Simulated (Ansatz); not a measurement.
Ansatz 0.2.0, relaxation: ZnCu₂SnSe₄

The input file (Ansatz 0.2.0, plane waves):

```yaml
crystal:
  lattice:
    - [0.0, 5.67038, 0.0]
    - [5.67038, 0.0, 0.0]
    - [2.83519, 2.83519, -5.65114]
  atoms:
    - { symbol: Sn, position: [0.5, 0.5, 0.0] }
    - { symbol: Se, position: [0.6301, 0.6301, 0.2572] }
    - { symbol: Se, position: [0.3699, 0.8873, 0.7428] }
    - { symbol: Se, position: [0.1127, 0.1127, 0.2572] }
    - { symbol: Se, position: [0.8873, 0.3699, 0.7428] }
    - { symbol: Cu, position: [0.75, 0.25, 0.5] }
    - { symbol: Cu, position: [0.25, 0.75, 0.5] }
    - { symbol: Zn, position: [0.0, 0.0, 0.0] }
  symmetry: { tolerance: 0.0003 }
kpoints:
  mp_grid: { grid: [6, 6, 6], shift: [0, 0, 0] }
magnetization:
  spin_polarized: false
scf:
  occupations: { method: fermi_dirac }
  lower_state_search: "off"
hamiltonian:
  pseudopotentials: { kind: paw }
  xc: pbe
basis:
  ecutwfc: 420
  fft_grid_basis: typed
relax:
  max_steps: 40
  cell: { p_target: 0.0 }
  f_tol: 0.03
output:
  forces: true
  stress: true
  eigenvalues: true
  bader: true
  populations: true
  elf: true
  write_potential: true
  volumetric_format: npy
  dos:
    e_range: [-12, 8]
    de: 0.05
    projected: { site_lists: { Cu: [Cu], Se: [Se], Sn: [Sn], Zn: [Zn] } }
  write_density: true
checkpoint:
  read: saved_state
```

Launch command:

```bash
ansatz run input.yaml --threads 2 --pin off --max-ram 2560MiB --backend cpu --events-out ev --progress --plain --runs-dir out
```

Origin of the cell: a database entry, scaled a little.

The smearing width isn't typed, so it takes its default of 0.1 eV.

The saved state is a converged single point of the same cell.

Output (shortened):

```
Pseudopotentials: kind: paw
Pseudopotential: Sn, paw, valence charge 14, recommended cutoff 420 eV (normal), Sn.paw.azcp
Pseudopotential: Se, paw, valence charge 16, recommended cutoff 420 eV (normal), Se.paw.azcp
Pseudopotential: Cu, paw, valence charge 19, recommended cutoff 420 eV (normal), Cu.paw.azcp
Pseudopotential: Zn, paw, valence charge 12, recommended cutoff 420 eV (normal), Zn.paw.azcp
Functional definition: PBE
  exchange = pbe_x(kappa = kappa, mu = beta*pi^2/3)
  correlation = pbe_c(beta = beta)
Crystal: 8 atoms, lattice volume = 181.702 Å³
Basis set: ecut = 420 eV, 3571 PW (Γ), exchange–correlation on 80×80×96 points (8 copies of the dense FFT grid, shifted against one another)
Bands: 77, of which v1, the nominal top of the filled ones, is band 64 counted from 1 (63 counted from 0)
[… 12 lines left out …]
Initial density: read from a saved state, or passed on in memory by an earlier SCF of this step, an earlier step, the calling program or the single point that the run made first
Functional: x = pbe(κ = 0.804, μ = 0.219515), c = pbe(β = 0.066725)
SCF iter   1: F=—  HF=-44472.787372 eV  Δρ=8.40e-4  dr2=1.11e-3
SCF iter   2: F=—  HF=-44472.788445 eV  Δρ=6.25e-4  dr2=4.46e-4
SCF iter   3: F=—  HF=-44472.788812 eV  Δρ=4.43e-4  dr2=3.45e-4
SCF iter   4: F=—  HF=-44472.789258 eV  Δρ=1.51e-4  dr2=5.00e-5
SCF iter   5: F=—  HF=-44472.789346 eV  Δρ=8.28e-5  dr2=1.49e-5
SCF iter   6: F=—  HF=-44472.789349 eV  Δρ=4.00e-5  dr2=3.23e-6
SCF iter   7: F=—  HF=-44472.789351 eV  Δρ=3.43e-5  dr2=1.84e-6
SCF iter   8: F=—  HF=-44472.789351 eV  Δρ=5.41e-6  dr2=8.84e-8
SCF iter   9: F=-44472.789351 eV  HF=-44472.789351 eV  Δρ=4.78e-6  dr2=4.62e-8
relax step   1: F+E_penalty+E_count = -44472.789351 eV  Δ(F+E_penalty+E_count) = +0.000e0 eV  max|allowed force component| = 8.452e-1 eV/Å  Δτ_max = 0.0000 Å  P = +3.880 GPa  Ω = 181.702 Å³ […]
relax step   2: F+E_penalty+E_count = -44473.012748 eV  Δ(F+E_penalty+E_count) = -2.234e-1 eV  max|allowed force component| = 1.341e-1 eV/Å  Δτ_max = 0.0882 Å  P = -0.152 GPa  Ω = 191.857 Å³ […]
relax step   3: F+E_penalty+E_count = -44473.023666 eV  Δ(F+E_penalty+E_count) = -1.092e-2 eV  max|allowed force component| = 4.235e-2 eV/Å  Δτ_max = 0.0194 Å  P = -0.012 GPa  Ω = 191.541 Å³ […]
relax step   4: F+E_penalty+E_count = -44473.024788 eV  Δ(F+E_penalty+E_count) = -1.121e-3 eV  max|allowed force component| = 1.675e-3 eV/Å  Δτ_max = 0.0088 Å  P = -0.025 GPa  Ω = 191.677 Å³ […]
relax step   5: F+E_penalty+E_count = -44473.027289 eV  Δ(F+E_penalty+E_count) = -2.501e-3 eV  max|allowed force component| = 1.961e-3 eV/Å  Δτ_max = 0.0000 Å  P = -0.034 GPa  Ω = 191.677 Å³  stress off target by 3.46e-2 GPa […]
SCF 5 converged in 12 iterations: F = -44473.027289 eV  dr2 = 2.15e-11
basis re-selected at this cell: Δ(F+E_penalty+E_count) = -2.501e-3 eV, ΔP = -0.010 GPa vs the last step (what re-selecting the basis moved, of the pressure what is left beyond the Pulay corre […]
SCF converged after 12 iterations
Free energy (F): -44473.027289 eV
Harris-Foulkes:  -44473.027289 eV  (|F-HF|=2.18e-11)
Internal energy: -44473.000041 eV  (E = F + TS)
E sigma→0 (E₀):  -44473.013665 eV
Entropy (-TS):   -0.027248 eV (-3.406 meV/atom)
Fermi energy:    8.258964 eV
--- Per-component energies (eV) ---
  E_band       = -2674.428113
  E_kinetic    = 1389.175949
  E_local      = -24571.248889  (includes V_loc(G=0)·N_el)
  E_nonlocal   = -1002.765373
  E_hartree    = 11543.875191
  E_xc         = -1111.018970
  E_vxc        = -765.790022  (∫ρ·V_xc dr)
  E_paw        = -16952.768795  (= ΣΔE_a)
  E_vpaw       = -811.547813  (= ΣTr[D̂ρ^β])
  E_aug_tail   = -0.002146  (compensation charges beyond the density's cutoff)
  E_ewald      = -13768.247009
  E_smearing   = -0.027248  (= −TS)
  Σ components = -44473.027289   (vs F -44473.027289, Δ=0.00e0)
--- Forces (eV/Å), atoms counted from 1 ---
  atom   1  Sn     0.000000     0.000000     0.000000
  atom   2  Se     0.001066     0.001066     0.001961
  atom   3  Se     0.001066    -0.001066    -0.001961
  atom   4  Se    -0.001066    -0.001066     0.001961
  atom   5  Se    -0.001066     0.001066    -0.001961
  atom   6  Cu     0.000000     0.000000     0.000000
  atom   7  Cu     0.000000    -0.000000     0.000000
  atom   8  Zn     0.000000    -0.000000     0.000000
  max |Σ_I F_I| component: 1.52e-18 eV/Å
--- Stress (GPa, compression-positive) ---
       -0.034556       0.000000      -0.000000
        0.000000      -0.034556       0.000000
        0.000000       0.000000      -0.034041
  P = ⅓ Tr σ = -0.0344 GPa (-0.344 kbar)
--- Relaxed structure (4 steps of the walk, 4 accepted, 1 SCFs on fresh bases) ---
  F+E_penalty+E_count = -44473.027289 eV   max|allowed force component| = 1.961e-3 eV/Å   (the final SCF, on the basis selected at the relaxed cell)
  cell:  # Å, volume = 191.6772 Å³
    - [0.0, 5.767372, 0.0]
    - [5.767372, 0.0, 0.0]
    - [2.883686, 2.883686, -5.762548]
  atoms:
    - { symbol: Sn, position: [0.5, 0.5, -3.069e-19] }
    - { symbol: Se, position: [0.624316, 0.624316, 0.270834] }
    - { symbol: Se, position: [0.375684, 0.895150, 0.729166] }
    - { symbol: Se, position: [0.104850, 0.104850, 0.270834] }
    - { symbol: Se, position: [0.895150, 0.375684, 0.729166] }
    - { symbol: Cu, position: [0.75, 0.25, 0.5] }
    - { symbol: Cu, position: [0.25, 0.75, 0.5] }
    - { symbol: Zn, position: [0.0, 1.152e-19, -3.069e-19] }
--- Löwdin populations: 8 sites ---
  site symbol       q [e]
     0     Sn     13.3712
     1     Se     16.5884
     2     Se     16.5884
     3     Se     16.5884
     4     Se     16.5884
     5     Cu     18.4272
     6     Cu     18.4272
     7     Zn     10.8086
  spilling = 0.004784 (of n_electrons = 128.000000)
--- Bader charges: 8 sites ---
  site symbol  charge [e]  shift [e]
     0     Sn      1.0924     0.0019
     1     Se     -0.6330     0.0017
     2     Se     -0.6330     0.0017
     3     Se     -0.6330     0.0017
     4     Se     -0.6330     0.0017
     5     Cu      0.3631     0.0019
     6     Cu      0.3631     0.0019
     7     Zn      0.7134     0.0009
  estimated error of the sums over rays = 4.4e-4 e
```

The starting structure.

Space group I-42m (No. 121); the run's cell has a = 5.670 Å, b = 5.670 Å, c = 6.929 Å, α = 65.85°, β = 65.85°, γ = 90.00°. Shortest distances: Se–Zn 2.42 Å, Cu–Se 2.43 Å, Se–Sn 2.53 Å.

After:

Space group I-42m (No. 121); the run's cell has a = 5.767 Å, b = 5.767 Å, c = 7.060 Å, α = 65.89°, β = 65.89°, γ = 90.00°. Shortest distances: Cu–Se 2.43 Å, Se–Zn 2.51 Å, Se–Sn 2.63 Å.

```
Free energy lowered by                                                                 : 29.7 meV/atom
Volume change                                                                          : 5.49 %
Final pressure                                                                         : -0.03 GPa
Relaxation steps listed                                                                : 5
Formation energy (elements under the same functional, gases as molecules, uncorrected) : -0.388 eV/atom
```

Caveats: no moments, though an odd count or open d shells may carry them; the relaxation held the start's symmetry, so the end may be a saddle point.

Time: 3.4 min on 2 threads of Arm Neoverse V1, with other jobs on the host, peak memory 0.73 GiB, from a saved density.
